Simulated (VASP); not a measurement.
Here is a VASP 6.6.1 calculation.

INCAR

```
PREC = Accurate
ENCUT = 520
EDIFF = 1E-7
ISMEAR = -1
SIGMA = 0.1
LREAL = False
LASPH = True
NELM = 80
ALGO = Fast
ISIF = 2
LWAVE = False
LCHARG = False
GGA = CA
NBANDS = 20
```

File KPOINTS:

```
regular mesh
0
Gamma
  6 6 8
```

Contents of POSCAR:

```
K
1.0
    7.3161065693      0.0000000000      0.0000000000
   -3.6580532847      6.3359341458      0.0000000000
    0.0000000000      0.0000000000      4.3574976449
K
3
Direct
    1.0000000000      1.0000000000      0.0000000000
    0.3333333333      0.6666666667      0.5000000000
    0.6666666667      0.3333333333      0.5000000000
```

Potentials or basis: VASP PAW LDA potentials, release 64 (K_sv).

Run with:

```console
$ cat potpaw_LDA.64/K_sv/POTCAR > POTCAR
$ mpirun -np 1 vasp_std > vasp.out
```

Problem. Predict the band gap on the k mesh.

Solution. None (metal or under the smearing width).

Problem. Estimate the pressure.

Solution. -0.2 GPa.
